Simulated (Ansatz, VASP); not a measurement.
**TiO: VASP beside Ansatz**

Contents of INCAR:

```
PREC     = Accurate       # precision mode
ENCUT    = 520            # plane-wave cutoff, eV
EDIFF    = 1E-7           # SCF threshold, eV
ISMEAR   = 0              # smearing method
SIGMA    = 0.15           # smearing width, eV
LREAL    = F              # projectors in reciprocal space
LASPH    = T              # aspherical terms in the spheres
NELM     = 100            # most SCF steps
ALGO     = Normal         # electronic algorithm
ISIF     = 2              # what is computed and relaxed
LWAVE    = F              # write WAVECAR
LCHARG   = T              # write CHGCAR
GGA      = PS             # functional
LELF     = T              # ELF
LVHAR    = T            
NBANDS   = 16             # bands
```

The input KPOINTS:

```
regular mesh
0
Gamma
  18 18 16
```

The input POSCAR:

```
TiO
1.0
    2.7421000000      0.0000000000      0.0000000000
   -1.3710500000      2.3747282597      0.0000000000
    0.0000000000      0.0000000000      3.1290000000
Ti O
1 1
Direct
    0.6666666667      0.3333333333      0.0000000000
    0.0000000000      0.0000000000      0.5000000000
```

Input for Ansatz:

```yaml
crystal:
  lattice:
    - [2.7421, 0.0, 0.0]
    - [-1.37105, 2.3747282597, 0.0]
    - [0.0, 0.0, 3.129]
  atoms:
    - { symbol: Ti, position: [0.6666666667, 0.3333333333, 0.0] }
    - { symbol: O, position: [0.0, 0.0, 0.5] }
basis:
  ecutwfc: 520.0
kpoints:
  mp_grid: { grid: [18, 18, 16] }
hamiltonian:
  xc: pbesol
  pseudopotentials: { kind: paw, azcp: { folder: soft_1 } }
scf:
  occupations: { method: gaussian, width: 0.15 }
output:
  forces: true
  stress: true
  eigenvalues: true
```

Alike in both runs: task single point; functional PBEsol; k mesh 18 × 18 × 16; occupations gaussian, width 0.15 eV; no spin polarisation.

```csv
,VASP,Ansatz
version,VASP 6.6.1,Ansatz 0.2.0
potentials or method,"VASP PAW PBE potentials, release 64 (Ti_sv, O)","scalar-relativistic, plane waves, PAW"
plane-wave cutoff (eV),520,520
valence electrons in the cell,18,18
```

VASP gave:

- gap on the k mesh at the Fermi level (eV): none
- pressure (GPa): -17.2
- largest component of the traceless stress (GPa): 34.59

Problem. Estimate Ansatz's values.

Solution. gap on the k mesh at the Fermi level (eV): none; pressure (GPa): -17.7; largest component of the traceless stress (GPa): 34.77.

A gap of «none» marks a metal or a gap that the smearing closes. Ansatz warned: «pseudo_functional_mismatch».

Caveats: so large a pressure means that the cell lies far from this level's equilibrium, or that cutoff or potentials fall short (VASP); the potentials were made for another functional, which shifts forces and pressure (VASP); semilocal functionals often make such compounds metallic where correlation or magnetic order opens a gap, which also shifts bond lengths.
